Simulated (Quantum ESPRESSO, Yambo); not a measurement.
# ZnSe (Stilleite): G0W0 on several meshes in Yambo, part 2 of 2

How does the mesh move the gap of ZnSe (Stilleite)?

Quantum ESPRESSO 7.5 and Yambo 5.3.0; PBE and many-body steps on it, plane waves. Known limits of the many-body steps: not at the basis limit; no spin-orbit coupling; coarse k mesh.

So far. Step 4 (4×4×4): The gap on the mesh goes from 1.29 eV to 2.04 eV, a correction of +0.75 eV. Step 5 (Empty states on the mesh, 2×2×2 mesh, 241 bands): On this mesh the gap is 1.291 eV.

**6. Conversion and set-up**

This step: Yambo 5.3.0; conversion and set-up on PBE, plane waves, norm-conserving pseudopotentials.

Launch:

```sh
> (cd o/x.save; p2y > p2y.log; mv SAVE ../..); yambo > setup.log
```

The log of the run:

```text
 Yambo, version 5.3.0

 [02] CORE Variables Setup
 =========================

  [02.01] Unit cells
  ==================

  Cell kind             :  FCC
  Atoms in the cell     :  Zn  Se
  number of Zn atoms    :  1
  number of Se atoms    :  1

  List of atomic masses
  Mass of Zn    :  65.38000
  Mass of Se    :  78.97100

  List of atomic coordinates    : [cc]
  Zn1       :  0.000000  0.000000  0.000000  order 1
  Se1       :  2.677553  2.677553  2.677553  order 2

  Alat factors          :  5.355106  5.355106  5.355106 [a.u.]
  Direct lattice volume :  307.1384 [a.u.]
[...]
0.000000  0.000000  0.000000  0.000000  0.000000  0.000000  0.000000  0.000000

 [03] Transferred momenta grid and indexing
 ==========================================

 IBZ Q-points                                      :  3
 BZ  Q-points                                      :   8

 K/Q-points units:
 rlu = crystal or reduced units; cc = cartesian coordinates; iku = interal k-units

 Q [1]          [rlu]:  0.000000  0.000000  0.000000
 Q [2]          [rlu]: -0.67283E-17 -0.67283E-17 -0.50000
 Q [3]          [rlu]:  0.12061E-16 -0.50000     -0.50000

  [03.01] X indexes
  =================

   [03.01.01] Sigma indexes
   ========================

 [06] Game Over & Game summary
```

Run time: 2.8 s. Hardware: 1 MPI rank of Arm Neoverse V1, shared host; peak memory 0.25 GiB.

**7. 2×2×2**

This step: G0W0 on PBE, plane waves, norm-conserving pseudopotentials.

Contents of gw11.in:

```
HF_and_locXC
gw0
dyson
ppa
em1d
rim_cut
RandQpts= 1000000
RandGvec= 1 RL
EXXRLvcs= 104 Ry
VXCRLvcs= 416 Ry
Chimod= "HARTREE"
% BndsRnXp
 1 | 241 |
%
NGsBlkXp= 17 Ry
% LongDrXp
 1 | 1 | 1 |
%
% GbndRnge
 1 | 241 |
%
DysSolver= "n"
ExtendOut
PPAPntXp= 27.21138 eV
% QPkrange
 1 | 1 | 21 | 24 |
%
```

Launch:

```sh
> OMP_NUM_THREADS=1 mpirun -n 8 yambo -F gw11.in -J gw11 -C gw11 > gw11.log
```

The log of the run:

```text
 Yambo, version 5.3.0

 [02] CORE Variables Setup
 =========================

  [... cell, symmetries and grids as in the set-up ...]

  [02.05] Energies & Occupations
  ==============================

  [X] === General ===
  [X] Electronic Temperature                        :  0.000000  0.000000 [eV K]
  [X] Bosonic    Temperature                        :  0.000000  0.000000 [eV K]
  [X] Finite Temperature mode                       : no
  [X] El. density                                   :  0.96675E+24 [cm-3]
  [X] Fermi Level                                   :  8.779089 [eV]

  [X] === Gaps and Widths ===
  [X] Conduction Band Min                           :  1.291205 [eV]
  [X] Valence Band Max                              :  0.000000 [eV]
  [X] Filled Bands                                  :  22
  [X] Empty Bands                                   :   23  241
  [X] Direct Gap                                    :  1.291205 [eV]
  [X] Direct Gap localized at k                     :  1
  [X] Indirect Gap                                  :  1.291205 [eV]
  [X] Indirect Gap between kpts                     :  1  1
  [X] Last valence band width                       :  2.182291 [eV]
  [X] 1st conduction band width                     :  1.703326 [eV]

 [03] Transferred momenta grid and indexing
 ==========================================

 IBZ Q-points                                      :  3
 BZ  Q-points                                      :   8

 K/Q-points units:
 rlu = crystal or reduced units; cc = cartesian coordinates; iku = interal k-units

 Q [1]          [rlu]:  0.000000  0.000000  0.000000
 Q [2]          [rlu]: -0.67283E-17 -0.67283E-17 -0.50000
 Q [3]          [rlu]:  0.12061E-16 -0.50000     -0.50000

 [04] Coloumb potential Random Integration (RIM)
[...]
================================================

 [VXC] Plane waves :   44039
 [EXS] Plane waves :   5601

 QP @ state[ 1 ] K range:  1  1
 QP @ state[ 1 ] b range:  21  24

 [xc] Functional : Perdew, Burke & Ernzerhof(X)+Perdew, Burke & Ernzerhof(C)
 [xc] LIBXC used to calculate xc functional
  PP Number of Atomic Species                      :  2
  NLCC RL compoments                               :   44039
  PP Number of Atomic Species                      :  2
  NLCC RL compoments                               :   44039

 [xc] E_xc :  -44.12973 [Ha]
      E_xc :  -88.25945 [Ry]

  Local XC kind (lXC) : Perdew, Burke & Ernzerhof(X)+Perdew, Burke & Ernzerhof(C)
  Non-Local XC kind (nlXC) : Hartree-Fock

  Corrections @ K [1] :  [eV]
 <21|nlXC|21> = -20.27818 -0.12146E-18 <21|lXC|21> = -17.19348  0.94289E-16
 <22|nlXC|22> = -20.27818 -0.51856E-17 <22|lXC|22> = -17.19348 -0.94408E-16
 <23|nlXC|23> = -7.820919 -0.43290E-17 <23|lXC|23> = -12.64092  0.66921E-21
 <24|nlXC|24> = -5.850512  0.13433E-16 <24|lXC|24> = -10.92788 -0.14325E-19

 [08] Dyson equation: Newton solver
 ==================================

  [08.01] G0W0 (W PPA)
  ====================

  [  GW  ] Bands range     :    1  241
  [GW/PPA] G damping       :  0.100000 [eV]

  QP @ state[ 1 ] K range:  1  1
  QP @ state[ 1 ] b range:  21  24

   Sc/G bands                                       :    1  241
   Sc/G damping                                     :  0.100000 ev
   Sc bands terminator                              : no
   Sx RL components                                 :   5601

   QP @ state[ 1 ] K range                          :  1  1
   QP @ state[ 1 ] b range                          :  21  24
   GF energies kind                                 : Perdew, Burke & Ernzerhof(X)+Perdew, Burke & Ernzerhof(C)
   GF WF`s kind                                     : Perdew, Burke & Ernzerhof(X)+Perdew, Burke & Ernzerhof(C)
   Xs energies kind                                 : Perdew, Burke & Ernzerhof(X)+Perdew, Burke & Ernzerhof(C)
   Xs WF`s kind                                     : Perdew, Burke & Ernzerhof(X)+Perdew, Burke & Ernzerhof(C)

 [11] Game Over & Game summary
```

Wall time 18 s (8 MPI ranks); peak memory 2.9 GiB.

This step gave:

```yaml
g0w0_gap_on_the_points_computed: 1.935 eV
starting_gap_on_the_mesh: 1.291 eV
k_of_the_valence_top: 0, 0, 0
k_of_the_conduction_bottom: 0, 0, 0
least_direct_g0w0_gap_on_the_computed_points: 1.935 eV
z_at_the_valence_top: 0.7999
z_at_the_conduction_bottom: 0.8134
```

Against G0W0 in Yambo (4×4×4 mesh, 241 bands, screening to 231.3 eV, Godby-Needs plasmon pole), the gap moves by −0.104 eV.

**8. Side by side**

Times are wall times on 8 MPI ranks of Arm Neoverse V1, shared host, good to a factor of about two.

```tsv
run	mesh	bands	screening cutoff (eV)	DFT gap (eV)	gap on the mesh (eV)	direct (eV)	time
4×4×4	4×4×4	241	231.3	1.291	2.039	2.039	4.4 min
2×2×2	2×2×2	241	231.3	1.291	1.935	1.935	18 s
```

**9. Outcome**

- 4×4×4: 2.039 eV
- 2×2×2: 1.935 eV
- known limits: not at the basis limit; no spin-orbit coupling; coarse k mesh

What this shows: 2×2×2: −0.104 eV against 4×4×4. Bands and cutoff are finite, so the gap is not at the basis limit. The miss can reach some tenths of an eV and take either sign; the mesh is an error of its own. In the G0W0 runs levels were corrected at 1 k point alone, so a gap called «on the mesh» is the least over those, and an edge elsewhere would be missed. The 4×4×4 mesh is coarse for this cell, which bears on the long-range parts of exchange and screening. Mesh or cutoff lie under what a gap needs, so these runs test behaviour and cost; their gaps are not to be quoted. The many-body steps are scalar-relativistic: spin-orbit coupling is not in them.

[Paths, hosts, dates, memory and timing lines, banners, echoed tables and standing remarks are left out of the program output.]

[Logs are printed without paths, hosts, clocks, repeated set-up lines and the standing remarks that a program may print on its own settings, such as how far it seeks lower states.]

[Runs of the session that timed out or met a known fault of the program may be left out.]

[Hosts, paths, dates, database ids (printed as entryN), source tags and the programs' standing remarks are cut or masked in the printed files.]
